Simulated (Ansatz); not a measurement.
## Localised basis functions on Σ3 (112)[1-10] symmetric tilt boundary in a CdSe-HgSe solid solution (48 atoms)

Wanted: errors and times of a linear-scaling basis for Σ3 (112)[1-10] symmetric tilt boundary in a CdSe-HgSe solid solution (48 atoms). A setting counts as converged where the r.m.s. difference of forces stays under 1 % of the r.m.s. force.

Calculated with Ansatz 0.2.0; Kohn-Sham DFT, PBE, PAW (set soft_2, large core), plane waves.

This is a report of a sequence of runs, with the program logs left out and the cost of each run kept.

### Step 1. Starting point

The cell holds 48 atoms: 7 Hg, 24 Se and 17 Cd. Its edges and angles: a = 4.297 Å, b = 10.526 Å, c = 30.706 Å, α = 90.0°, β = 90.0°, γ = 90.0°. It derives from CdSe and HgSe. Zinc-blende CdSe (a = 6.0773 Å); two grains mirrored in (112), tilt axis [1-10], misorientation 70.53 deg; 1 x 1 boundary periods, 2 lattice periods a grain, two boundaries a cell, upper grain shifted by [0, 0.5] of the boundary cell and opened by 0 Å, no atom removed; 7 of 24 Cd sites given to Hg at random (lattice constant by Vegard's rule between CdSe and HgSe); annealed from 600 K for 3 ps and minimised with a classical potential (one cell length free). Regions: lower grain, 24 atoms (5 Hg, 12 Se and 7 Cd); upper grain, 24 atoms (10 Cd, 12 Se and 2 Hg).

Limits known from the start: The cell is under 6 Å thick along one periodic direction, so every atom has periodic images of itself close by, which move with it and show among its neighbours and in g(r). The host structure and its lattice constant were typed by rule, without a check against the phase diagram. No spin–orbit coupling is included, so levels derived from the heavy atoms are approximate.

### Step 2. Plane-wave single point

This run is the reference for what follows, at a cutoff of 420 eV.

File input.yaml:

```yaml
crystal:
  lattice:
    - [4.2973, 0.0, 0.0]
    - [0.0, 10.52619, 0.0]
    - [0.0, 0.0, 30.70584]
  atoms:
    - { symbol: Hg, position: [0.50041, 0.58152, 0.03114] }
    - { symbol: Se, position: [0.50041, 0.66948, 0.11239] }
    - { symbol: Hg, position: [0.00041, 0.91628, 0.99906] }
    - { symbol: Se, position: [0.00041, 0.00706, 0.07746] }
    - { symbol: Hg, position: [0.00041, 0.25599, 0.06821] }
    - { symbol: Se, position: [0.00041, 0.33782, 0.14989] }
    - { symbol: Cd, position: [0.00041, 0.58713, 0.15255] }
    - { symbol: Se, position: [0.00041, 0.67169, 0.23341] }
[... 36 atom lines left out ...]
    - { symbol: Cd, position: [0.50041, 0.59063, 0.61233] }
    - { symbol: Se, position: [0.50041, 0.67478, 0.53108] }
    - { symbol: Hg, position: [0.50041, 0.9249, 0.52622] }
    - { symbol: Se, position: [0.50041, 0.99406, 0.93848] }
kpoints:
  mp_grid: { grid: [3, 1, 1] }
hamiltonian:
  xc: pbe
  pseudopotentials: { kind: paw, core: large }
scf:
  occupations: { method: fermi_dirac, width: 0.025 }
output:
  forces: true
  stress: true
  populations: true
  dos:
    method: { smearing: { sigma: 0.08 } }
    de: 0.1
    projected:
      site_lists:
        Cd: [Cd]
        Hg: [Hg]
        Se: [Se]
        lower_grain: [0, 1, 2, 3, 4, 5, 6, 7, 8, 9, 10, 11, 12, 13, 14, 15, 16, 17, 18, 19, 20, 21, 22, 23]
        upper_grain: [24, 25, 26, 27, 28, 29, 30, 31, 32, 33, 34, 35, 36, 37, 38, 39, 40, 41, 42, 43, 44, 45, 46, 47]
  eigenvalues: true
  write_density: true
  write_potential: true
  volumetric_format: npy
```

Command:

```bash
$ ansatz run input.yaml --threads 4 --pin off --max-ram 8192MiB --backend cpu --events-out ev --progress --plain --runs-dir out
```

Wall time 45 s (4 threads of Intel Xeon Platinum 8488C (Sapphire Rapids), shared host); peak memory 3.8 GiB; 2.9 min of CPU time.

The program notes that potentials were chosen by core size.

The run gave:

| Property | Result |
| --- | --- |
| free energy | -279283.0693 eV |
| free energy per atom | -5818.3973 eV/atom |
| SCF cycles | 19 |
| pressure | 3.028 GPa |
| r.m.s. force component | 0.2156 eV/Å |
| longest force | 1.013 eV/Å |
| Fermi energy | 6.651 eV |
| levels partly filled by over 2 per cent | 3 |
| spilling of the projection | 0.008371 |

The r.m.s. force component of 0.22 eV/Å sets the scale for the differences below.

### Step 3. Support functions medium

The cell is solved in localised support functions. The level medium gives here a grid of 24×48×144 points and a radius of 4.56 Å.

This step: Kohn-Sham DFT, PBE, PAW (set soft_2, large core), localised support functions (medium) (Ansatz 0.2.0).

input.yaml, the sections that differ from step 2:

```yaml
scf:
  occupations: { method: fermi_dirac, width: 0.025 }
  eigensolver: { kind: { support_functions: { accuracy: medium } } }
  mixing: { beta: 0.2 }
  max_iter: 150
output:
  forces: true
# crystal, kpoints, hamiltonian: as in step 2
```

Run time: 2 min. Hardware: 4 threads; peak memory 3.2 GiB; 7.8 min of CPU time.

The program notes that the band table was not solved further than the SCF left it and it switched symmetry off.

Keys that differ from the reference: support_functions.accuracy = "medium", scf.max_iter = 150 and scf.mixing.beta = 0.2.

Forces differ from the reference by 0.53 meV/Å r.m.s., 0.24 % of their size, well within a tolerance of 1 %; the energy by -1.7 meV/atom. It took roughly 2.7 times the reference's time (one timing each, with unlike analyses asked), in 24 cycles against 19.

### Step 4. Support functions low

The level low is asked for. Here it resolves to the same grid and radius as in the run with support functions medium, so the basis is not new.

This step: Kohn-Sham DFT, PBE, PAW (set soft_2, large core), localised support functions (low) (Ansatz 0.2.0).

input.yaml, the sections that differ from step 3:

```yaml
scf:
  occupations: { method: fermi_dirac, width: 0.025 }
  eigensolver: { kind: { support_functions: { accuracy: low } } }
  mixing: { beta: 0.2 }
  max_iter: 150
# crystal, kpoints, hamiltonian, output: as in step 3
```

Run time: 2 min. Hardware: 4 threads; peak memory 3.3 GiB; 7.6 min of CPU time.

Keys that differ from the reference: support_functions.accuracy = "low", scf.max_iter = 150 and scf.mixing.beta = 0.2.

Forces differ from the reference by 0.53 meV/Å r.m.s., 0.24 % of their size, well within a tolerance of 1 %; the energy by -1.7 meV/atom. It took roughly 2.6 times the reference's time (one timing each, with unlike analyses asked), in 23 cycles against 19.

### Step 5. Support functions high

The cell is solved in localised support functions.

This step: Kohn-Sham DFT, PBE, PAW (set soft_2, large core), localised support functions (high) (Ansatz 0.2.0).

input.yaml, the sections that differ from step 4:

```yaml
scf:
  occupations: { method: fermi_dirac, width: 0.025 }
  eigensolver: { kind: { support_functions: { accuracy: high } } }
  mixing: { beta: 0.2 }
  max_iter: 150
# crystal, kpoints, hamiltonian, output: as in step 4
```

Wall time 2.5 s (4 threads); peak memory 0.45 GiB.

The program refused the input before any cycle.

The program's message: “Error: memory limit exceeded: the `scf loop` phase needs 8.55 GiB against the run's memory maximum of 8.00 GiB; largest carriers: support functions 7.20 GiB, density mixer 0.38 GiB, unmodelled-tail al …”

The refusal is over memory: the job needs 8.55 GiB where 8.00 GiB were allowed.

### Step 6. Support functions high

After the refusal for memory the run is tried again with basis.xc_grid typed, in the hope of saving memory. Against the reference, the basis becomes support functions and the exchange-correlation grid changes.

input.yaml, as its differences from that of step 5:

```diff
@@ -19 +19,3 @@
   forces: true
+basis:
+  xc_grid: 1
```

Elapsed: 2.6 s, on 4 threads; peak memory 0.46 GiB.

The input was rejected at the start.

The program's message: “Error: memory limit exceeded: the `scf loop` phase needs 8.52 GiB against the run's memory maximum of 8.00 GiB; largest carriers: support functions 7.20 GiB, density mixer 0.38 GiB, unmodelled-tail al …”

The refusal is over memory: the job needs 8.52 GiB where 8.00 GiB were allowed.

### Step 7. Support functions medium, radius 4.42 Å

The radius confines each support function; a larger one gives more freedom and more work per atom.

This step: Kohn-Sham DFT, PBE, PAW (set soft_2, large core), localised support functions (medium) (Ansatz 0.2.0).

input.yaml, the sections that differ from step 6:

```yaml
scf:
  occupations: { method: fermi_dirac, width: 0.025 }
  eigensolver: { kind: { support_functions: { accuracy: medium, radius: 4.42 } } }
  mixing: { beta: 0.2 }
  max_iter: 150
# crystal, kpoints, hamiltonian, output: as in step 6
# basis: removed
```

It took 93 s on 4 threads; peak memory 3.1 GiB; 5.9 min of CPU time.

Keys that differ from the reference: support_functions.accuracy = "medium", support_functions.radius = 4.42, scf.max_iter = 150 and scf.mixing.beta = 0.2.

Forces differ from the reference by 0.60 meV/Å r.m.s., 0.28 % of their size, well within a tolerance of 1 %; the energy by -1.7 meV/atom. It took roughly 2.1 times the reference's time (one timing each, with unlike analyses asked), in 22 cycles against 19.

### Step 8. Support functions medium, radius 4.78 Å

input.yaml, the sections that differ from step 7:

```yaml
scf:
  occupations: { method: fermi_dirac, width: 0.025 }
  eigensolver: { kind: { support_functions: { accuracy: medium, radius: 4.78 } } }
  mixing: { beta: 0.2 }
  max_iter: 150
# crystal, kpoints, hamiltonian, output: as in step 7
```

Elapsed: 2.1 min, on 4 threads; peak memory 3.5 GiB; 8.1 min of CPU time.

Keys that differ from the reference: support_functions.accuracy = "medium", support_functions.radius = 4.78, scf.max_iter = 150 and scf.mixing.beta = 0.2.

Forces differ from the reference by 0.49 meV/Å r.m.s., 0.23 % of their size, well within a tolerance of 1 %; the energy by -1.7 meV/atom. It took roughly 2.8 times the reference's time (one timing each, with unlike analyses asked), in 22 cycles against 19.

### Step 9. Support functions medium, radius 5.1 Å

input.yaml, the sections that differ from step 8:

```yaml
scf:
  occupations: { method: fermi_dirac, width: 0.025 }
  eigensolver: { kind: { support_functions: { accuracy: medium, radius: 5.1 } } }
  mixing: { beta: 0.2 }
  max_iter: 150
# crystal, kpoints, hamiltonian, output: as in step 8
```

Run time: 2.6 min. Hardware: 4 threads; peak memory 3.9 GiB.

Keys that differ from the reference: support_functions.accuracy = "medium", support_functions.radius = 5.1, scf.max_iter = 150 and scf.mixing.beta = 0.2.

Forces differ from the reference by 0.46 meV/Å r.m.s., 0.21 % of their size, well within a tolerance of 1 %; the energy by -1.7 meV/atom. It took roughly 3.5 times the reference's time (one timing each, with unlike analyses asked), in 23 cycles against 19.

### Step 10. Support functions medium, radius 5.47 Å

input.yaml, the sections that differ from step 9:

```yaml
scf:
  occupations: { method: fermi_dirac, width: 0.025 }
  eigensolver: { kind: { support_functions: { accuracy: medium, radius: 5.47 } } }
  mixing: { beta: 0.2 }
  max_iter: 150
# crystal, kpoints, hamiltonian, output: as in step 9
```

Elapsed: 3.3 min, on 4 threads; peak memory 4.5 GiB.

Keys that differ from the reference: support_functions.accuracy = "medium", support_functions.radius = 5.47, scf.max_iter = 150 and scf.mixing.beta = 0.2.

Forces differ from the reference by 0.43 meV/Å r.m.s., 0.20 % of their size, well within a tolerance of 1 %; the energy by -1.7 meV/atom. It took roughly 4.4 times the reference's time (one timing each, with unlike analyses asked), in 22 cycles against 19.

### Step 11. Support functions medium, radius 6.15 Å

input.yaml, the sections that differ from step 10:

```yaml
scf:
  occupations: { method: fermi_dirac, width: 0.025 }
  eigensolver: { kind: { support_functions: { accuracy: medium, radius: 6.15 } } }
  mixing: { beta: 0.2 }
  max_iter: 150
# crystal, kpoints, hamiltonian, output: as in step 10
```

Run time: 5.4 min. Hardware: 4 threads; peak memory 5.6 GiB; 21 min of CPU time.

Keys that differ from the reference: support_functions.accuracy = "medium", support_functions.radius = 6.15, scf.max_iter = 150 and scf.mixing.beta = 0.2.

Forces differ from the reference by 0.42 meV/Å r.m.s., 0.19 % of their size, well within a tolerance of 1 %; the energy by -1.7 meV/atom. It took roughly 7.2 times the reference's time (one timing each, with unlike analyses asked), in 22 cycles against 19.

### Step 12. Support functions medium, radius 6.83 Å

input.yaml, the sections that differ from step 11:

```yaml
scf:
  occupations: { method: fermi_dirac, width: 0.025 }
  eigensolver: { kind: { support_functions: { accuracy: medium, radius: 6.83 } } }
  mixing: { beta: 0.2 }
  max_iter: 150
# crystal, kpoints, hamiltonian, output: as in step 11
```

The job ended after 8.7 min (4 threads; peak memory 7 GiB; 34 min of CPU time).

Keys that differ from the reference: support_functions.accuracy = "medium", support_functions.radius = 6.83, scf.max_iter = 150 and scf.mixing.beta = 0.2.

Forces differ from the reference by 0.42 meV/Å r.m.s., 0.19 % of their size, well within a tolerance of 1 %; the energy by -1.7 meV/atom. It took roughly 12 times the reference's time (one timing each, with unlike analyses asked), in 23 cycles against 19.

### Step 13. A changed input

The input is spoilt on purpose; the run shows how that looks.

This step: Kohn-Sham DFT, PBE, PAW (set soft_2, large core), localised support functions (low) (Ansatz 0.2.0).

input.yaml, the sections that differ from step 12:

```yaml
scf:
  occupations: { method: tetrahedron }
  eigensolver: { kind: { support_functions: { accuracy: low } } }
  mixing: { beta: 0.2 }
  max_iter: 50
# crystal, kpoints, hamiltonian, output: as in step 12
```

Elapsed: 0.04 s, on 4 threads; peak memory 0.048 GiB.

The program refused the input before any cycle.

The program's message: “Error: scf.eigensolver.kind.support_functions with scf.occupations.method: tetrahedron|tetrahedron_uncorrected — tetrahedra are not implemented on support functions; set another scf.occupations.method …”

The fault in the input: tetrahedra on support functions (support_functions.accuracy = "low", scf.mixing.beta = 0.2, scf.occupations.method = "tetrahedron" and scf.occupations.width removed). The fix is to go back to the occupations of the reference.

### Step 14. Cost against change

Differences are against the plane-wave reference (Kohn-Sham DFT, PBE, PAW (set soft_2, large core), plane waves), whose r.m.s. force component is 0.216 eV/Å. Energies are set beside the reference only for runs with its functional, potentials and electron count. Times are for 4 threads of Intel Xeon Platinum 8488C (Sapphire Rapids), shared host. The reference's time includes the DOS, the stress and grids, which some other runs skip.

```
                                    run  Δ force, r.m.s. (meV/Å)  share of r.m.s. force (%)  Δ energy (meV/atom)  cycles     time  host memory (GiB)
                              reference                        -                          -                    -      19     45 s                3.8
               support functions medium                    0.528                      0.245                -1.68      24    2 min                3.2
                  support functions low                    0.527                      0.244                -1.68      23    2 min                3.3
support functions medium, radius 4.42 Å                    0.597                      0.277                -1.67      22     93 s                3.1
support functions medium, radius 4.78 Å                    0.489                      0.227                -1.67      22  2.1 min                3.5
 support functions medium, radius 5.1 Å                    0.458                      0.212                -1.68      23  2.6 min                3.9
support functions medium, radius 5.47 Å                    0.433                      0.201                -1.68      22  3.3 min                4.5
support functions medium, radius 6.15 Å                    0.419                      0.194                -1.68      22  5.4 min                5.6
support functions medium, radius 6.83 Å                    0.416                      0.193                -1.68      23  8.7 min                7.0
```

(Part 1 of 2 ends here.)

[Long decimals in the printed logs are rounded to 6 places.]

[Logs are printed without paths, hosts, clocks, repeated set-up lines and the standing remarks that a program may print on its own settings, such as how far it seeks lower states.]

[Hosts, paths, dates, database ids (printed as entryN), source tags and the programs' standing remarks are cut or masked in the printed files.]
